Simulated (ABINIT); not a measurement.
# BP (F-43m): G0W0 with ABINIT, start to end, part 3 of 3

Aim: the G0W0 gap of BP (F-43m) on PBE, step by step.

ABINIT 10.8.3; PBE and many-body steps on it, plane waves. Known limits of the many-body steps: not at the basis limit.

So far. Step 4 (Empty states on the mesh, 6×6×6 mesh, 140 bands): On this mesh the gap is 1.347 eV. The earlier step found 1.280 eV, so this mesh misses an edge. Step 5 (Screening, 6×6×6 mesh, 132 bands, screening to 239.5 eV): Local fields lower ε∞ by 9 %.

### Step 6. Self-energy, 6×6×6 mesh, 132 bands, screening to 239.5 eV

The self-energy is evaluated for the states that the input lists, and the levels follow from it, in one-shot runs by the linearised quasiparticle equation.

This step: G0W0 on PBE, plane waves, norm-conserving pseudopotentials.

Contents of run.abi:

```
acell 3*1.0 Angstrom
rprim 
  0.000000000000 2.269000000000 2.269000000000
  2.269000000000 0.000000000000 2.269000000000
  2.269000000000 2.269000000000 0.000000000000
ntypat 2
znucl 5 15
natom 2
typat 1 2
xred 
  0.000000000000 0.000000000000 0.000000000000
  0.250000000000 0.250000000000 0.250000000000
pp_dirpath "pseudos"
pseudos "B.upf, P.upf"
ecut 34
ngkpt 6 6 6
nshiftk 1
shiftk 0 0 0
kptopt 1
chksymbreak 0
istwfk *1
occopt 1
irdwfk 1
optdriver 4
nband 132
gwcalctyp 0
ecutsigx 34
symsigma 1
nkptgw 2
kptgw 
  0.0000000000 0.0000000000 0.0000000000
  0.5000000000 0.5000000000 0.0000000000
bdgw 
  2 7
  3 6
ecuteps 8.8
irdscr 1
ppmodel 1
indata_prefix "in"
outdata_prefix "out"
tmpdata_prefix "tmp"
```

The run is started by

```
$ OMP_NUM_THREADS=1 mpirun -n 4 abinit run.abi > log
```

Numbers of over 12 decimals in the logs are rounded to 6 here.

Log:

```text
.Version 10.8.3 of ABINIT. v10.8.2 released Aug 2026.

 Symmetries : space group F-4 3 m (#216); Bravais cF (face-center cubic)
[... echo of the input left out ...]
== DATASET  1 ==================================================================
-   mpi_nproc: 4, omp_nthreads: 1 (-1 if OMP is not activated)

--- !DatasetInfo
iteration_state: {dtset: 1, }
dimensions: {natom: 2, nkpt: 16, mband: 132, nsppol: 1, nspinor: 1, nspden: 1, mpw: 1524, }
cutoff_energies: {ecut:  34.0, pawecutdg:  -1.0, }
electrons: {nelect:   8.00000000E+00, charge:   0.00000000E+00, occopt:   1.00000000E+00, tsmear:   1.00000000E-02, }

 SIGMA: Calculation of the GW corrections

 Based on a program developped by R.W. Godby, V. Olevano, G. Onida, and L. Reining.
 Incorporated in ABINIT by V. Olevano, G.-M. Rignanese, and M. Torrent.
.Using double precision arithmetic ; gwpc =  8

[... cell and pseudopotentials left out ...]
--------------------------------------------------------------------------------

 ==== K-mesh for the wavefunctions ====
 Number of points in the irreducible wedge :    16
[... list of points left out ...]
 Together with 24 symmetry operations and time-reversal symmetry
 yields   216 points in the full Brillouin Zone.

 ==== Q-mesh for screening function ====
 Number of points in the irreducible wedge :    16
[... list of points left out ...]
 Together with 24 symmetry operations and time-reversal symmetry
 yields   216 points in the full Brillouin Zone.

 vcoul_init : cutoff-mode = AUXILIARY_FUNCTION
 q-points for optical limit:   1
     1)      0.000010    0.000020    0.000030
 setmesh: FFT mesh size selected  =    32x   32x   32
          total number of points  =        32768

 Number of electrons calculated from density =    8.0000; Expected =    8.0000
 average of density, n =  0.050741
 r_s =    1.6757
 omega_plasma =   21.7288 [eV]

 === KS Band Gaps ===
  >>>> For spin  1
   Minimum direct gap =   3.4068 [eV], located at k-point      :   0.0000  0.0000  0.0000
   Fundamental gap    =   1.3473 [eV], Top of valence bands at :   0.0000  0.0000  0.0000
                                       Bottom of conduction at :   0.5000  0.5000  0.0000
 SIGMA fundamental parameters:
 PLASMON POLE MODEL  1
 number of plane-waves for SigmaX                 1459
 number of plane-waves for SigmaC and W            181
 number of plane-waves for wavefunctions          1459
 number of bands                                   132
 number of independent spin polarizations            1
 number of spinorial components                      1
 number of k-points in IBZ                          16
 number of q-points in IBZ                          16
 number of symmetry operations                      24
 number of k-points in BZ                          216
 number of q-points in BZ                          216
 number of frequencies for dSigma/dE                 9
 frequency step for dSigma/dE [eV]                0.25
 number of omega for Sigma on real axis              0
 max omega for Sigma on real axis  [eV]           0.00
 zcut for avoiding poles [eV]                     0.10

 EPSILON^-1 parameters (SCR file):
 dimension of the eps^-1 matrix on file            181
 dimension of the eps^-1 matrix used               181
 number of plane-waves for wavefunctions          1459
 number of bands                                   132
 number of q-points in IBZ                          16
 number of frequencies                               2
 number of real frequencies                          1
 number of imag frequencies                          1

 matrix elements of self-energy operator (all in [eV])

 Perturbative Calculation

--- !SelfEnergy_ee
iteration_state: {dtset: 1, }
kpoint     : [   0.000,    0.000,    0.000, ]
spin       : 1
KS_gap     :    3.407
QP_gap     :    4.279
Delta_QP_KS:    0.873
data: !SigmaeeData |
     Band     E0 <VxcDFT>   SigX SigC(E0)      Z dSigC/dE  Sig(E)    E-E0       E
        2   7.266 -13.300 -15.048   0.932   0.791  -0.264 -13.946  -0.646   6.619
        3   7.266 -13.300 -15.048   0.932   0.791  -0.264 -13.946  -0.646   6.619
        4   7.266 -13.300 -15.048   0.932   0.791  -0.264 -13.946  -0.646   6.619
        5  10.672 -12.025  -7.238  -4.502   0.793  -0.261 -11.799   0.226  10.899
        6  10.672 -12.025  -7.238  -4.502   0.793  -0.261 -11.799   0.226  10.899
        7  10.672 -12.025  -7.238  -4.502   0.793  -0.261 -11.799   0.226  10.899

--- !SelfEnergy_ee
iteration_state: {dtset: 1, }
kpoint     : [   0.500,    0.500,    0.000, ]
spin       : 1
KS_gap     :    5.461
QP_gap     :    6.356
Delta_QP_KS:    0.895
data: !SigmaeeData |
     Band     E0 <VxcDFT>   SigX SigC(E0)      Z dSigC/dE  Sig(E)    E-E0       E
        3   3.152 -12.497 -15.992   2.427   0.773  -0.294 -13.322  -0.825   2.327
        4   3.152 -12.497 -15.992   2.427   0.773  -0.294 -13.322  -0.825   2.327
        5   8.613 -10.826  -6.523  -4.217   0.805  -0.243 -10.757   0.069   8.682
        6   8.933 -10.680  -6.271  -4.257   0.809  -0.236 -10.557   0.123   9.056

== END DATASET(S) ==============================================================
================================================================================

 -outvars: echo values of variables after computation  --------
           etotal      0.0000000000E+00
            nband         132
             nkpt          16
          spgroup         216
 [... the other variables as echoed above ...]

 Calculation completed.
```

Wall time 15 s (4 MPI ranks of Intel Xeon Platinum 8488C (Sapphire Rapids), shared host); peak memory 0.95 GiB; 58 s of CPU time.

This step gave:

- G0W0 gap on the points computed: 2.063 eV
- starting gap on the mesh: 1.347 eV
- k of the valence top: 0, 0, 0
- k of the conduction bottom: 0.5, 0.5, 0
- Z at the valence top: 0.791
- Z at the conduction bottom: 0.805
- least direct G0W0 gap on the computed points: 4.280 eV

The gap on the mesh goes from 1.35 eV to 2.06 eV, a correction of +0.72 eV. The start differs from the 1.28 eV found before because the two sample other k points.

Limits: finite bands, cutoff and mesh. v1 is the top filled band, c1 the lowest empty one. The levels before and after the correction (eV, zero at the valence-band top of each column):

```csv
,conduction bottom,valence top
Kohn-Sham,1.35,0.00
G0W0,2.06,0.00
```

```csv
,level,energy (eV)
Kohn-Sham,Γ v3-v1,0.000
Kohn-Sham,Γ c1-c3,3.407
Kohn-Sham,(0.5 0.5 0) v2-v1,-4.114
Kohn-Sham,(0.5 0.5 0) c1,1.347
Kohn-Sham,(0.5 0.5 0) c2,1.667
G0W0,Γ v3-v1,0.000
G0W0,Γ c1-c3,4.280
G0W0,(0.5 0.5 0) v2-v1,-4.292
G0W0,(0.5 0.5 0) c1,2.063
G0W0,(0.5 0.5 0) c2,2.437
```

### Step 7. Where the time went

Times are wall times on 4 MPI ranks of Intel Xeon Platinum 8488C (Sapphire Rapids), shared host, good to a factor of about two.

```csv
step,time,share,memory (GiB)
ground state,4.1 s,4 %,0.29
bands along the symmetry lines,5 s,5 %,0.27
empty states on the mesh,11 s,11 %,0.76
screening,66 s,66 %,0.92
self-energy,15 s,15 %,0.95
```

### Step 8. Summary of results

```yaml
pbe_gap: 1.26 eV, indirect
g0w0_gap_on_the_mesh: 2.06 eV
g0w0_gap_over_the_zone_rigid_shift: 1.98 eV
gw_settings: 6×6×6 mesh, 132 bands, screening to 239.5 eV, Godby-Needs plasmon pole
known_limits: not at the basis limit
```

**Reading.** G0W0 moves the gap on the mesh from 1.35 eV to 2.06 eV (+0.72 eV), with Z of 0.79 and 0.81 at the edges. The mesh misses the band edges by 0.09 eV in all; a rigid shift gives 1.98 eV for the zone. Local fields lower the RPA ε∞ on this mesh from 10.65 to 9.74. Only 2 of the mesh's irreducible points were corrected, so a valley elsewhere could overtake. The dearest step here is «screening». Bands and cutoff are finite, so the gap is not at the basis limit. The miss can reach some tenths of an eV and take either sign; the mesh is an error of its own. In the G0W0 run levels were corrected at 2 k points alone, so a gap called «on the mesh» is the least over those, and an edge elsewhere would be missed. A denser mesh or path gives a starting gap of 1.26 eV: the GW mesh misses a band edge, so its gaps are not the fundamental one.

[Paths, hosts, dates, memory and timing lines, banners, echoed tables and standing remarks are left out of the program output.]

[Logs are printed without paths, hosts, clocks, repeated set-up lines and the standing remarks that a program may print on its own settings, such as how far it seeks lower states.]

[Runs of the session that timed out or met a known fault of the program may be left out.]

[Hosts, paths, dates, database ids (printed as entryN), source tags and the programs' standing remarks are cut or masked in the printed files.]

[G0W0 gaps are taken among the corrected bands and points alone; a level outside them can change the order at an edge.]

[Where Ansatz stands beside ABINIT at settings called matched, ABINIT's density can come from a denser mesh and the files from another edition; pairs whose starting gaps differed by over 0.03 eV were left out, so agreement reads better than it is.]
